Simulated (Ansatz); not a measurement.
A run of Ansatz 0.2.0:

Contents of input.yaml:

```yaml
crystal:
  lattice:
    - [4.05, 0.0, 0.0]
    - [-2.025, 3.5074028853, 0.0]
    - [0.0, 0.0, 16.93]
  atoms:
    - { symbol: In, position: [0.6666666667, 0.3333333333, 0.843] }
    - { symbol: In, position: [0.3333333333, 0.6666666667, 0.343] }
    - { symbol: In, position: [0.6666666667, 0.3333333333, 0.657] }
    - { symbol: In, position: [0.3333333333, 0.6666666667, 0.157] }
    - { symbol: Se, position: [0.6666666667, 0.3333333333, 0.398] }
    - { symbol: Se, position: [0.3333333333, 0.6666666667, 0.898] }
    - { symbol: Se, position: [0.6666666667, 0.3333333333, 0.102] }
    - { symbol: Se, position: [0.3333333333, 0.6666666667, 0.602] }
hamiltonian:
  xc: pbe
  pseudopotentials: { kind: paw }
kpoints:
  mp_grid: { grid: [8, 8, 2] }
  band_path:
    path:
      - [[0.0, 0.0, 0.0], [0.5, 0.0, 0.0], [0.3333333333, 0.3333333333, 0.0], [0.0, 0.0, 0.0], [0.0, 0.0, 0.5], [0.5, 0.0, 0.5], [0.3333333333, 0.3333333333, 0.5], [0.0, 0.0, 0.5]]
      - [[0.5, 0.0, 0.5], [0.5, 0.0, 0.0]]
      - [[0.3333333333, 0.3333333333, 0.0], [0.3333333333, 0.3333333333, 0.5]]
    npoints: 10
scf:
  occupations: { method: fermi_dirac, width: 0.05 }
  n_extra_bands: 20
output:
  forces: true
  stress: true
  eigenvalues: true
  fatbands: true
  write_density: true
  write_potential: true
  elf: true
  volumetric_format: npy
```

Potentials or basis: Ansatz PAW.

Run with:

```console
$ ansatz run input.yaml --threads 4 --pin off --max-ram 11264MiB --backend cpu --events-out ev --progress --plain --runs-dir out
```

Hardware: 4 threads of Arm Neoverse V1, with other jobs on the host.

Q: How long does it take, and how much memory?

A: Run time: 29 s on 4 threads of Arm Neoverse V1 (shared host), peak memory 1.3 GiB. Counts: scf iterations 6, plane waves 4701, k points 20, bands 78.
